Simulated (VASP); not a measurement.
# ZrSe2 (P-3m1) in VASP: notebook, part 2 of 2

VASP 6.6.1. Earlier steps stand in the parts before.

## (4) Relaxation of cell and atoms, r2SCAN+rVV10

Contents of INCAR:

```
SYSTEM = ZrSe2
PREC = Accurate
ENCUT = 600
EDIFF = 1E-6
ISMEAR = 0
SIGMA = 0.03
LREAL = .False.
LASPH = .True.
NELM = 80
ALGO = Normal
ISIF = 3
LWAVE = .False.
LCHARG = .False.
METAGGA = R2SCAN
LMIXTAU = .True.
LUSE_VDW = .True.
IVDW_NL = 2
BPARAM = 11.95
CPARAM = 0.0093
IBRION = 2
NSW = 90
EDIFFG = -0.01
```

Contents of KPOINTS:

```
Automatic mesh
0
Gamma
  9 9 5
  0 0 0
```

Contents of POSCAR:

```
ZrSe2
1.0
    3.7980000000      0.0000000000      0.0000000000
   -1.8990000000      3.2891644836      0.0000000000
    0.0000000000      0.0000000000      6.1920000000
Zr Se
1 2
Direct
    0.0000000000      0.0000000000      0.0000000000
    0.3333333333      0.6666666667      0.2500000000
    0.6666666667      0.3333333333      0.7500000000
```

Potentials or basis: VASP PAW PBE potentials, release 64 (Zr_sv, Se).

Run with:

```
> cat potpaw_PBE.64/Zr_sv/POTCAR potpaw_PBE.64/Se/POTCAR > POTCAR
> mpirun -np 1 vasp_std > vasp.out
```

OUTCAR:

```text
SYSTEM = ZrSe2
   PREC = Accurate
   ENCUT = 600
   EDIFF = 1E-6
   ISMEAR = 0
   LREAL = .False.
   LASPH = .True.
   NELM = 80
   ISIF = 3
   METAGGA = R2SCAN
   IVDW_NL = 2
   BPARAM = 11.95
   IBRION = 2
   NSW = 90
   EDIFFG = -0.01

 ion  position               nearest neighbor table
   1  0.000  0.000  0.000-   2 2.68   3 2.68   3 2.68   2 2.68   3 2.68   2 2.68
   2  0.333  0.667  0.250-   1 2.68   1 2.68   1 2.68
   3  0.667  0.333  0.750-   1 2.68   1 2.68   1 2.68

  LATTYP: Found a hexagonal cell.
 ALAT       =     3.7980000000
 C/A-ratio  =     1.6303317536

  Lattice vectors:

 A1 = (   3.7980000000,   0.0000000000,   0.0000000000)
 A2 = (  -1.8990000000,   3.2891644836,   0.0000000000)
 A3 = (   0.0000000000,   0.0000000000,   6.1920000000)

Analysis of symmetry for initial positions (statically):
=====================================================================
 Subroutine PRICEL returns:
 Original cell was already a primitive cell.

 Routine SETGRP: Setting up the symmetry group for a
 hexagonal supercell.

 Subroutine GETGRP returns: Found 12 space group operations
 (whereof 12 operations were pure point group operations)
 out of a pool of 24 trial point group operations.

The static configuration has the point symmetry D_3d.

Analysis of symmetry for dynamics (positions and initial velocities):
=====================================================================
 Subroutine PRICEL returns:
 Original cell was already a primitive cell.

 Routine SETGRP: Setting up the symmetry group for a
 hexagonal supercell.

 Subroutine GETGRP returns: Found 12 space group operations
 (whereof 12 operations were pure point group operations)
 out of a pool of 24 trial point group operations.

The dynamic configuration has the point symmetry D_3d.
[... 135 lines left out ...]
 non-spin polarized calculation
 Gauss-broadening in eV      SIGMA  =   0.03
  energy-cutoff  :      600.00
  volume of cell :       77.35
 maximum number of plane-waves:      2605
   NGX = 15   NGY = 15   NGZ = 25

--------------------------------------- Ionic step        1  -------------------------------------------

 number of electron      24.0000000 magnetization

 Free energy of the ion-electron system (eV)
  ---------------------------------------------------
  ext. energy  EPLUGINS =         0.00000000
  ---------------------------------------------------
  free energy    TOTEN  =       -55.57116067 eV

  energy without entropy =      -55.57116067  energy(sigma->0) =      -55.57116067

------------------------ aborting loop because EDIFF is reached ----------------------------------------

  FORCE on cell =-STRESS in cart. coord.  units (eV):
  Direction    XX          YY          ZZ          XY          YZ          ZX
  --------------------------------------------------------------------------------------
  -------------------------------------------------------------------------------------
  Total        0.2288560      0.2288560      0.5432354     -0.0000000      0.0000000     -0.0000000
  in kB        4.7402506      4.7402506     11.2519333     -0.0000000      0.0000000     -0.0000000
  external PRESSURE =       6.9108115 kB  Pullay stress =       0.0000000 kB
[... 92 lines left out ...]
  FREE ENERGIE OF THE ION-ELECTRON SYSTEM (eV)
  ---------------------------------------------------
  free  energy   TOTEN  =       -55.5738210617 eV

  energy  without entropy=      -55.5738210617  energy(sigma->0) =      -55.57382106

 E-fermi :   4.1261     XC(G=0):  -9.9893

 val. band max:        3.9442037995   @ k =   0.0000   0.0000   0.0000
 cond. band min:       4.6237584488   @ k =   0.0000   0.4444   0.4000
 fundamental gap:      0.6795546493
 Fermi energy:         4.1261022912

 k-point     1 :       0.0000    0.0000    0.0000
  band No.  band energies     occupation
      1     -47.2004      2.00000
      2     -24.5391      2.00000
      3     -24.4292      2.00000
      4     -24.4292      2.00000
      5      -9.6968      2.00000
      6      -8.4082      2.00000
[... 435 lines left out ...]
      5      -8.9976      2.00000
      6      -8.4895      2.00000
[... 8 lines left out ...]
     15       7.0836      0.00000
     16       7.9313      0.00000

 [... further k-points ...]

[... ionic steps 4 to 8 ...]

--------------------------------------- Ionic step        9  -------------------------------------------

 number of electron      24.0000002 magnetization

------------------------ aborting loop because EDIFF is reached ----------------------------------------
[... 69 lines left out ...]
--------------------------------------- Ionic step       11  -------------------------------------------

 number of electron      24.0000002 magnetization

 Free energy of the ion-electron system (eV)
  ---------------------------------------------------
  ext. energy  EPLUGINS =         0.00000000
  ---------------------------------------------------
  free energy    TOTEN  =       -55.57516427 eV

  energy without entropy =      -55.57516427  energy(sigma->0) =      -55.57516427

 E-fermi :   4.1814     XC(G=0): -10.0245

 val. band max:        4.0454145863   @ k =   0.0000   0.0000   0.0000
 cond. band min:       4.6825459897   @ k =   0.0000   0.4444   0.4000
 fundamental gap:      0.6371314034
 Fermi energy:         4.1814015929

 k-point     1 :       0.0000    0.0000    0.0000
  band No.  band energies     occupation
      1     -47.1411      2.00000
      2     -24.4798      2.00000
      3     -24.3700      2.00000
      4     -24.3700      2.00000
      5      -9.6495      2.00000
      6      -8.3387      2.00000
[... 477 lines left out ...]
  FREE ENERGIE OF THE ION-ELECTRON SYSTEM (eV)
  ---------------------------------------------------
  free  energy   TOTEN  =       -55.5751642679 eV

  energy  without entropy=      -55.5751642679  energy(sigma->0) =      -55.57516427

 reached required accuracy - stopping structural energy minimisation
```

OSZICAR:

```text
N       E                     dE             d eps       ncg     rms          rms(c)
DAV:   1     0.149522515726E+03    0.14952E+03   -0.13036E+04  1600   0.156E+03
DAV:   2    -0.530620336635E+02   -0.20258E+03   -0.20048E+03  2160   0.324E+02
DAV:   3    -0.647023915336E+02   -0.11640E+02   -0.11552E+02  2896   0.712E+01
[... 120 lines left out ...]
DAV:   3    -0.555751573057E+02    0.40666E-05   -0.56144E-05  1632   0.629E-02    0.741E-03
DAV:   4    -0.555751588399E+02   -0.15342E-05   -0.24242E-05  1880   0.395E-02    0.368E-03
DAV:   5    -0.555751621648E+02   -0.33249E-05   -0.28165E-06  1440   0.131E-02    0.338E-03
DAV:   6    -0.555751634917E+02   -0.13270E-05   -0.10783E-06   832   0.801E-03    0.107E-03
DAV:   7    -0.555751642679E+02   -0.77618E-06   -0.59738E-07   808   0.603E-03
  11 F= -.55575164E+02 E0= -.55575164E+02  d E =-.268177E-04
```

CONTCAR:

```text
ZrSe2
   1.00000000000000
     3.7921703831156717   -0.0000000000000000    0.0000000000000000
    -1.8960851915578358    3.2841158872837157    0.0000000000000000
     0.0000000000000000   -0.0000000000000000    6.1907645913002503
  Zr              Se
     1     2
Direct
     0.0000000000000000    0.0000000000000000    0.0000000000000000
     0.3333333332999970    0.6666666667000030    0.2534297678141194
     0.6666666667000030    0.3333333332999970    0.7465702321858807

  0.00000000E+00  0.00000000E+00  0.00000000E+00
  0.00000000E+00  0.00000000E+00  0.00000000E+00
  0.00000000E+00  0.00000000E+00  0.00000000E+00
```

It took 36 min on 1 thread of Intel Xeon Platinum 8488C (Sapphire Rapids), shared host; peak memory 0.45 GiB.

What came out:

- Free energy: -55.5752 eV
- Relaxed volume: 25.70 Å³/atom
- Relaxed cell: a = 3.792 Å, b = 3.792 Å, c = 6.191 Å, α = 90.00°, β = 90.00°, γ = 120.00°
- Space group after relaxing (to 0.05 Å): P-3m1 (No. 164)
- Energy gained by relaxing: 1.3 meV/atom
- Ionic steps: 11
- Pressure after relaxing: 0.0 GPa
- Band gap on the k mesh: 0.64 eV, indirect (least direct gap 1.34 eV)

Step by step:
```
step  energy change (eV)  largest force (eV/Å)  pressure (GPa)  volume (Å³)
   1              0.0000                0.2064            0.69        77.35
   2             -0.0002                0.0984           -1.06        78.60
   3             -0.0027                0.0496           -0.22        77.98
   4             -0.0034                0.0314           -0.10        77.76
   5             -0.0036                0.0194           -0.03        77.61
   6             -0.0037                0.0191           -0.01        77.54
   7             -0.0039                0.0179            0.03        77.33
   8             -0.0039                0.0150            0.13        76.91
   9             -0.0040                0.0166            0.10        77.06
  10             -0.0040                0.0135           -0.09        77.14
  11             -0.0040                0.0017            0.00        77.10
```

Final structure:
```yaml
crystal:
  lattice:
    - [3.79217, 0.00000, 0.00000]
    - [-1.89609, 3.28412, 0.00000]
    - [0.00000, 0.00000, 6.19076]
  atoms:
    - { symbol: Zr, position: [0.00000, 0.00000, 0.00000] }
    - { symbol: Se, position: [0.33333, 0.66667, 0.25343] }
    - { symbol: Se, position: [0.66667, 0.33333, 0.74657] }
```

Levels at points of the mesh, in eV from the valence-band top:
| k point | band 9 | band 10 | band 11 | band 12 | band 13 | band 14 | band 15 | band 16 |
| --- | --- | --- | --- | --- | --- | --- | --- | --- |
| (0.00, 0.00, 0.00) | -2.78 | -0.06 | -0.06 | 0.00 | 1.34 | 1.34 | 1.85 | 4.53 |

Caveat: the PAW data sets were made with another functional, which shifts forces and pressure a little; an odd mesh through Γ misses points on the zone boundary, where band edges often lie.

## (5) Relaxation of cell and atoms, r2SCAN+rVV10

This run uses another cell than the first one, of 25.70 Å³/atom, 0.997 times its volume.

INCAR: that of step 4 with these lines changed.

```diff
@@ -3,3 +3,3 @@
 ENCUT = 600
-EDIFF = 1E-6
+EDIFF = 1E-7
 ISMEAR = 0
@@ -21,2 +21,2 @@
 NSW = 90
-EDIFFG = -0.01
+EDIFFG = -0.005
```

KPOINTS is that of step 4.

Contents of POSCAR:

```
ZrSe2                                   
1.0
    3.7921703831     -0.0000000000      0.0000000000
   -1.8960851916      3.2841158873      0.0000000000
    0.0000000000     -0.0000000000      6.1907645913
  Zr              Se            
     1     2
Direct
     0.0000000000000000    0.0000000000000000    0.0000000000000000
     0.3333333332999970    0.6666666667000030    0.2534297678141194
     0.6666666667000030    0.3333333332999970    0.7465702321858807
```

Run with:

```
> cat potpaw_PBE.64/Zr_sv/POTCAR potpaw_PBE.64/Se/POTCAR > POTCAR
> mpirun -np 1 vasp_std > vasp.out
```

Run time: 5.7 min. Hardware: 1 thread of Intel Xeon Platinum 8488C (Sapphire Rapids), shared host; peak memory 0.43 GiB.

It converged, with:

* Free energy: -55.5751 eV
* Pressure after relaxing: 0.0 GPa
* Band gap on the k mesh: 0.64 eV, indirect (least direct gap 1.34 eV)

Final structure:
```yaml
crystal:
  lattice:
    - [3.79217, 0.00000, 0.00000]
    - [-1.89609, 3.28412, 0.00000]
    - [0.00000, 0.00000, 6.19076]
  atoms:
    - { symbol: Zr, position: [0.00000, 0.00000, 0.00000] }
    - { symbol: Se, position: [0.33333, 0.66667, 0.25343] }
    - { symbol: Se, position: [0.66667, 0.33333, 0.74657] }
```

Levels at points of the mesh, in eV from the valence-band top:
```tsv
k point	band 8	band 9	band 10	band 11	band 12	band 13	band 14	band 15	band 16
(0.00, 0.00, 0.00)	-2.78	-2.78	-0.06	-0.06	0.00	1.34	1.34	1.85	4.53
```

Caveat: the relaxation stopped at its first step, so nothing moved; the PAW data sets were made with another functional, which shifts forces and pressure a little; an odd mesh through Γ misses points on the zone boundary, where band edges often lie.
